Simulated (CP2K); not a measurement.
**WC under changes of volume**

One of the cells (10.542 Å³/atom); the others are scaled copies at fixed shape and fractional positions:

```
W C
1.0
     3.10092    0.00000    0.00000
     1.55046    2.68548    0.00000
     1.55046    0.89516    2.53189
W C
1 1
Direct
  0.00000 0.00000 0.00000
  0.50000 0.50000 0.50000
```

Measurements of this composition are mostly on another form, of space group No. 187.

- Program: CP2K 2026.2
- Functional: PBE
- Potentials or basis: POTENTIAL_UZH W GTH-PBE-q14, C GTH-PBE-q4; TZVP-MOLOPT-PBE-GTH basis
- Density cutoff: 6123 eV
- k mesh: 10 × 10 × 10
- Occupations: fermi-dirac, width 0.05 eV
- Spin: no spin polarisation

```tsv
volume (Å³/atom)	energy over the lowest point (meV/atom)	pressure (GPa)
9.910	28.09	19.6
10.120	8.39	10.6
10.331	0.00	2.4
10.542	?	?
10.753	12.64	-11.4
10.964	31.71	-17.3
11.175	58.09	-22.6
```

Question: What does the run at 10.542 Å³/atom give?

Answer: Energy over the lowest point 1.77 meV/atom; pressure -4.9 GPa.

Worked out: A Birch-Murnaghan fit of order 3 (a polynomial in V^(-2/3)) to the other rows has its minimum at 10.40 Å³/atom with B0 = V·E''(V) = 368 GPa and B' = 4.4. It gives 1.75 meV/atom at 10.542 Å³/atom, against the run's 1.77, and -dE/dV = -4.9 GPa, against -4.9.

Energies are extrapolated to zero smearing.

Caveats: the basis of atomic orbitals isn't converged, which shifts pressures, moduli and gaps.
